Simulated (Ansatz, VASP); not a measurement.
**Ag in VASP and in Ansatz**

File INCAR:

```
SYSTEM = Ag
PREC = Accurate
ENCUT = 600
EDIFF = 1E-7
ISMEAR = 0
SIGMA = 0.1
LREAL = .False.
LASPH = .True.
NELM = 60
ALGO = Normal
ISIF = 3
LWAVE = .False.
LCHARG = .False.
GGA = PS
IBRION = 2
NSW = 100
EDIFFG = -0.002
```

KPOINTS

```
regular mesh
0
Gamma
  14 14 14
  0 0 0
```

File POSCAR:

```
Ag
1.0
    0.0000000000      2.0675000000      2.0675000000
    2.0675000000      0.0000000000      2.0675000000
    2.0675000000      2.0675000000      0.0000000000
Ag
1
Direct
    0.0000000000      0.0000000000      0.0000000000
```

Input for Ansatz:

```yaml
crystal:
  lattice:
    - [0.0, 2.0675, 2.0675]
    - [2.0675, 0.0, 2.0675]
    - [2.0675, 2.0675, 0.0]
  atoms:
    - { symbol: Ag, position: [0.0, 0.0, 0.0] }
basis:
  ecutwfc: 420
kpoints:
  mp_grid: { grid: [14, 14, 14] }
hamiltonian:
  xc: pbesol
  pseudopotentials: { kind: paw, azcp: { folder: soft_1 } }
scf:
  occupations: { method: gaussian, width: 0.1 }
output:
  forces: true
  stress: true
  eigenvalues: true
relax:
  adjacent_minimum: "off"
  f_tol: 0.002
  max_steps: 80
  cell: { stress_tol: 0.02 }
```

Alike in both runs: task relaxation of cell and atoms; functional PBEsol; k mesh 14 × 14 × 14; occupations gaussian, width 0.1 eV; no spin polarisation.

|  | VASP | Ansatz |
| --- | --- | --- |
| version | VASP 6.6.1 | Ansatz 0.2.0 |
| potentials or method | VASP PAW PBE potentials, release 64 (Ag) | scalar-relativistic, plane waves, PAW |
| plane-wave cutoff (eV) | 600 | 420 |
| valence electrons in the cell | 11 | 19 |

VASP gave:

```
gap on the k mesh at the Fermi level, each at its own relaxed structure (eV) : none
relaxed volume (Å³/atom)                                                     : 16.62
relaxed cell length with the largest relative difference (Å)                 : 2.864
energy change over the relaxation (meV/atom)                                 : -22
```

Q: Estimate Ansatz's values.

A: gap on the k mesh at the Fermi level, each at its own relaxed structure (eV): none; relaxed volume (Å³/atom): 16.65; relaxed cell length with the largest relative difference (Å): 2.866; energy change over the relaxation (meV/atom): -20.

A gap of «none» marks a metal or a gap that the smearing closes. The two sets of potentials don't hold the same shells in valence. Ansatz warned: «pseudo_functional_mismatch».

Caveats: the PAW data sets were made with another functional, which shifts forces and pressure a little (VASP).
